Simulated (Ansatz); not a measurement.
TiAl: enthalpy against pressure

TiAl, P4/mmm, a = 2.795 Å, c = 4.041 Å. The structure is a Materials Project entry; whether it is the stable form wasn't checked. Ansatz: PBEsol, PAW, 420 eV, Γ-centred 14×14×10 mesh on 2 atoms, Gaussian smearing 0.10 eV; no spin polarisation. Cell and atoms are relaxed at each pressure, and no other structure is tried, so the rows at high pressure may lie past a change of phase. y is the enthalpy over the state at zero pressure; there V0 = 15.781 Å³/atom. The pressures are the targets, met within 0.04 GPa.

```tsv
P (GPa)	y (eV/atom)
-2.0	-0.1986
0.0	0.0000
2.0	0.1953
5.0	?
10.0	0.9483
20.0	1.8378
40.0	3.4880
```

Q: Fit y = c1 P + c2 P² + c3 P³ to the other rows, say what c1 and c2 mean, and predict the missing value.

A: Least squares on the rows shown. y = 0.098291 P − 0.00036366 P² + 2.1597×10⁻⁶ P³. Since dH/dP = V, c1 is V0: 0.098291 eV/GPa × 160.2 = 15.746 Å³ against 15.781; c2 = −V0/(2B0) gives B0 = 135 GPa, where a Birch–Murnaghan fit to the volumes of the same runs (not shown) gives 121 GPa: a cubic over this range folds the higher terms into c2. At P = 5.0 the fit asked for gives 0.4826 eV/atom. The run gave 0.4826 eV/atom, the same to the digits shown.

The mesh isn't the same in all rows (14×14×10, 16×16×12).